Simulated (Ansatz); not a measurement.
This NaCl structure is the end of a relaxation. The cell was found from a structure generator's guess, not taken from experiment.

Computed with DFT PBE+D3(BJ), scalar-relativistic, plane waves, PAW (Ansatz 0.2.0). Cutoff 420 eV, Γ-centred mesh, Gaussian smearing, no spin polarisation.

```
Na Cl
1.0
     4.48375    0.00000    0.00000
    -2.24187    3.88304    0.00000
     0.00000    0.00000    7.83747
Na Cl
2 2
Direct
  0.66667 0.33333 0.75000
  0.33333 0.66667 0.25000
  0.00000 0.00000 0.75000
  0.00000 0.00000 0.25000
```

Energies over the elements count from the elements' standard structures at the same level (Cl₂ as a molecule), with no fitted energy shifts.

(1) What space group does it have?

(2) What is its formation energy per atom?

(3) Is it a metal?

## Answers

(1) P6_3/mmc (No. 194). Conventional cell: a = 4.484 Å, c = 7.837 Å. Around Na lie 3 Cl at 2.59 Å; around Cl lie 3 Na at 2.59 Å.

(2) −1.689 eV/atom. Whether it is stable depends on the other phases of the system, which aren't compared here.

(3) No, the gap on the 6×6×4 mesh is 3.94 eV.

The last run used a 6×6×4 mesh (in the run's order of axes) for its 4-atom cell and Gaussian smearing of 0.02 eV. Kohn–Sham gaps at this level usually fall short of measured ones. A later test with randomly moved atoms led to a structure 210 meV/atom lower, so this end is a saddle point or a shallow minimum.
